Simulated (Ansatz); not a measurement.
Two-dimensional strain map in AlRu

Computed with Ansatz 0.2.0, DFT PBEsol, scalar-relativistic, plane waves, PAW. The runs took a 420 eV cutoff, a Γ-centred 16×16×16 mesh and Gaussian smearing (0.15 eV). No spin polarisation. Energies are free energies at this smearing, counted from the undisturbed cell; pressure is positive in compression.

Zero of the scan (as given, not relaxed at this level; it stands at -3.2 GPa, and it needn't be the usual structure):

```yaml
crystal:
  lattice:
    - [2.99160, 0.00000, 0.00000]
    - [0.00000, 2.99160, 0.00000]
    - [0.00000, 0.00000, 2.99160]
  atoms:
    - { symbol: Al, position: [0.00000, 0.00000, 0.00000] }
    - { symbol: Ru, position: [0.50000, 0.50000, 0.50000] }
```

The cell is strained by p along both x and y and by q along z, fractional coordinates fixed. Points are written (p, q).

Energy above the undisturbed cell in meV/atom (a dash: not computed):

| p \ q | -0.050 | -0.025 | 0.000 | 0.025 | 0.050 |
| --- | --- | --- | --- | --- | --- |
| -0.050 | 191.4 | 127.1 | 86.1 | 65.0 | 60.6 |
| -0.025 | 74.4 | 32.8 | 12.8 | 10.9 | 24.3 |
| 0.000 | 24.1 | 2.1 | 0.0 | 14.6 | 43.0 |
| 0.025 | 28.4 | 23.1 | 36.4 | 65.0 | 106.2 |
| 0.050 | 77.3 | 86.1 | 112.4 | 153.0 | 205.0 |

Pressure in GPa:

```csv
p \ q,-0.050,-0.025,0.000,0.025,0.050
-0.050,41.1,31.7,23.5,16.4,10.3
-0.025,23.1,15.2,8.5,2.7,-2.3
0.000,8.9,2.3,-3.2,-8.0,-12.0
0.025,-2.2,-7.6,-12.2,-16.1,-19.3
0.050,-10.7,-15.3,-19.1,-22.2,-24.8
```

Cost: 25 runs of about 2.8 core-minutes in all, on Intel Xeon Processor @ 2.70GHz (shared hosts).